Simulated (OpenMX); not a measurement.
TiO2 under changes of volume

One of the cells (10.435 Å³/atom); the others are scaled copies at fixed shape and fractional positions:

```
CELL_PARAMETERS angstrom
4.59984 0.00000 0.00000
0.00000 4.59984 0.00000
0.00000 0.00000 2.95921
ATOMIC_POSITIONS crystal
Ti 0.00000 0.00000 0.50000
Ti 0.50000 0.50000 0.00000
O 0.30432 0.30432 0.50000
O 0.19568 0.80432 0.00000
O 0.80432 0.19568 0.00000
O 0.69568 0.69568 0.50000
```

The cell is a database's computed one.

```yaml
Program: OpenMX 3.8.5
Functional: PBE
Potentials_or_basis: OpenMX 2013 PBE set, Ti7.0-s2p2d1, O6.0-s2p2, fixed grid of 56 × 56 × 36 points
k_mesh: 7 × 7 × 9
Occupations: fermi-dirac, width 0.05 eV
Spin: no spin polarisation
```

| volume (Å³/atom) | energy over the lowest point (meV/atom) | gap on the mesh (eV) | largest force (eV/Å) |
| --- | --- | --- | --- |
| 9.809 | 54.78 | 1.78 | 0.447 |
| 10.018 | 29.71 | 1.72 | 0.325 |
| 10.227 | ? | ? | ? |
| 10.435 | 3.11 | 1.61 | 0.109 |
| 10.644 | 0.00 | 1.56 | 0.011 |
| 10.853 | 2.87 | 1.51 | 0.077 |
| 11.062 | 10.97 | 1.46 | 0.163 |

Task: What does the run at 10.227 Å³/atom give?

Result: Energy over the lowest point 12.81 meV/atom; gap on the mesh 1.66 eV; largest force 0.215 eV/Å.

Worked out: A Birch-Murnaghan fit of order 3 (a polynomial in V^(-2/3)) to the other rows has its minimum at 10.65 Å³/atom with B0 = V·E''(V) = 231 GPa and B' = 4.4 at fixed shape and positions, which overstates the stiffness. It gives 12.74 meV/atom at 10.227 Å³/atom, against the run's 12.81. A straight line through the other rows of the gap, of slope -2.65 eV per unit of ln V (its deformation potential), gives 1.67 eV, against the run's 1.66.

Energies are extrapolated to zero smearing.

Caveats: the transition metal has a single d function, too few for pressures, volumes and moments; an odd mesh through Γ misses points on the zone boundary, where band edges often lie; the basis of atomic orbitals isn't converged, which shifts pressures, moduli and gaps.
